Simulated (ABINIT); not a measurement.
GaP: single point with PBEsol

The system is GaP.

```
Ga P
1.0
     0.00000    2.72018    2.72018
     2.72018    0.00000    2.72018
     2.72018    2.72018    0.00000
Ga P
1 1
Direct
  0.00000 0.00000 0.00000
  0.75000 0.75000 0.75000
```

The cell isn't the ideal one: cell relaxed.

| Item | Value |
| --- | --- |
| Program | ABINIT 10.8.3 (patched build) |
| Task | single point |
| Functional | PBEsol |
| Potentials or basis | PseudoDojo NC SR PBEsol v0.4.1 standard |
| Cutoff | 1088 eV |
| k mesh | 6 × 6 × 6 |
| Occupations | fermi-dirac, width 0.05 eV |
| Spin | no spin polarisation |

The pressure is 0.0 GPa and the band gap on the k mesh is 1.50 eV, indirect (least direct gap 1.78 eV). The valence electrons inside the program's atomic spheres are Ga 10.85; P 2.79.

Levels at points of the mesh, in eV from the valence-band top:
```
           k point  band 5  band 6  band 7  band 8  band 9  band 10  band 11  band 12  band 13
(0.00, 0.00, 0.00)  -14.49  -12.56    0.00    0.00    0.00     1.78     3.82     3.82     3.82
(0.50, 0.00, 0.00)  -14.49  -10.46   -6.73   -1.14   -1.14     1.59     4.64     4.64     8.10
(0.50, 0.50, 0.00)  -14.47   -9.54   -6.83   -2.73   -2.73     1.50     1.71    10.56    10.56
```

Run time: 40 s on 1 thread of Intel(R) Xeon(R) Processor @ 2.70GHz, on a shared host, peak memory 0.09 GiB.

A k mesh can miss the band edges.
